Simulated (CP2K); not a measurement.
Ru:

```
Ru
1.0
     2.70580    0.00000    0.00000
    -1.35290    2.34329    0.00000
     0.00000    0.00000    4.28190
Ru
2
Cartesian
  1.3529 0.7811 3.2114
  0.0000 1.5622 1.0705
```

Base run:

* Program: CP2K 2026.2
* Functional: PBEsol
* Potentials or basis: POTENTIAL_UZH Ru GTH-PBE-q16; TZVP-MOLOPT-PBE-GTH basis
* Density cutoff: 6123 eV
* k mesh: 11 × 11 × 6
* Occupations: fermi-dirac, width 0.05 eV
* Spin: no spin polarisation

Its results: band gap on the k mesh none (metal or under the smearing width); pressure -2.8 GPa.

Problem. The run is repeated on the same cell with these changes: functional from PBEsol to PBE. What comes out?

Solution. Band gap on the k mesh none (metal or under the smearing width); pressure 7.4 GPa.

PBE binds less tightly than PBEsol, so the same cell stands under more pressure.

Caveats: the basis of atomic orbitals isn't converged, which shifts pressures, moduli and gaps; the potentials were made for another functional, which shifts forces and pressure (some runs).
